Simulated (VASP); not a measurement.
Write the native input for VASP 6.6.1 that does the following.

```
Task                   : single point
Functional             : r2SCAN
Potentials or basis    : VASP PAW PBE potentials, release 64 (Rb_sv, Br)
Cutoff                 : 900 eV
k mesh                 : 8 × 8 × 8
Occupations            : gaussian, width 0.02 eV
Spin                   : no spin polarisation
Further INCAR settings : ADDGRID = False; ALGO = Normal; EDIFF = 1e-08
```

The structure of RbBr lies in POSCAR:

```
RbBr
1.0
    0.0000000000      3.4270000000      3.4270000000
    3.4270000000      0.0000000000      3.4270000000
    3.4270000000      3.4270000000      0.0000000000
Rb Br
1 1
Direct
    0.0000000000      0.0000000000      0.0000000000
    0.5000000000      0.5000000000      0.5000000000
```

One way to write it, as run:

INCAR

```
SYSTEM = RbBr
PREC = Accurate
ENCUT = 900
EDIFF = 1E-8
ISMEAR = 0
SIGMA = 0.02
LREAL = .FALSE.
LASPH = .TRUE.
NELM = 100
ALGO = Normal
ISIF = 2
LWAVE = .FALSE.
LCHARG = .FALSE.
METAGGA = R2SCAN
LMIXTAU = .TRUE.
ADDGRID = .FALSE.
```

KPOINTS

```
Automatic mesh
0
G
  8 8 8
  0 0 0
```

Potentials or basis: VASP PAW PBE potentials, release 64 (Rb_sv, Br).

Launch:

```console
$ cat potpaw_PBE.64/Rb_sv/POTCAR potpaw_PBE.64/Br/POTCAR > POTCAR
$ mpirun -np 1 vasp_std > vasp.out
```

Results of the run:

```
Pressure               : 0.5 GPa
Band gap on the k mesh : 4.97 eV, direct
```

Caveat: the PAW data sets were made with another functional, which shifts forces and pressure a little.

Run time: 9.9 min on 1 thread of AMD EPYC 7R13 Processor (Zen 3), with other jobs on the host, peak memory 0.37 GiB.
